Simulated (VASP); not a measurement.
Crystal: TaS2.

```
Ta S
1.0
     3.35000    0.00000    0.00000
    -1.67500    2.90119    0.00000
     0.00000    0.00000    5.86000
Ta S
1 2
Direct
  0.00000 0.00000 0.00000
  0.66667 0.33333 0.75000
  0.33333 0.66667 0.25000
```

* Program: VASP 6.6.1
* Task: relaxation of cell and atoms
* Functional: PBEsol
* Dispersion: D4
* Potentials or basis: VASP PAW PBE potentials, release 64 (Ta_pv, S)
* Cutoff: 600 eV
* k mesh: 9 × 9 × 5
* Occupations: fermi-dirac, width 0.05 eV
* Spin: no spin polarisation

At the start: pressure 3.1 GPa; volume 18.98 Å³/atom.

Q: How do energy, volume and symmetry change on relaxing?

A: Over 15 steps the energy falls by 28.2 meV/atom and the volume is 18.07 Å³/atom (-4.8 %); space group P-3m1 (No. 164, to 0.05 Å).

The path:
```
step  energy change (eV)  largest force (eV/Å)  pressure (GPa)  volume (Å³)
   1              0.0000                1.0256            3.08        56.95
   2              0.0254                0.8025           -7.92        59.99
   3             -0.0440                0.1680           -2.22        58.28
   4             -0.0675                0.0743           -0.84        56.94
   5             -0.0682                0.0558           -0.56        56.69
   6             -0.0704                0.2123            0.52        56.18
   7             -0.0704                0.2276            0.62        56.13
   8             -0.0718                0.2222            0.55        56.05
   9             -0.0753                0.2070            0.35        55.83
  10             -0.0795                0.1752           -0.01        55.37
  11             -0.0744                0.1022           -0.52        54.43
  12             -0.0798                0.1706           -0.09        55.14
  13             -0.0825                0.0468           -0.57        54.97
  14             -0.0832                0.0538           -0.95        54.83
  15             -0.0846                0.0026            0.10        54.21
```

Final structure:
```
CELL_PARAMETERS angstrom
3.29677 0.00000 0.00000
-1.64839 2.85509 0.00000
0.00000 0.00000 5.75885
ATOMIC_POSITIONS crystal
Ta 0.00000 0.00000 0.00000
S 0.66667 0.33333 0.73131
S 0.33333 0.66667 0.26869
```

Caveat: the PAW data sets were made with another functional, which shifts forces and pressure a little.
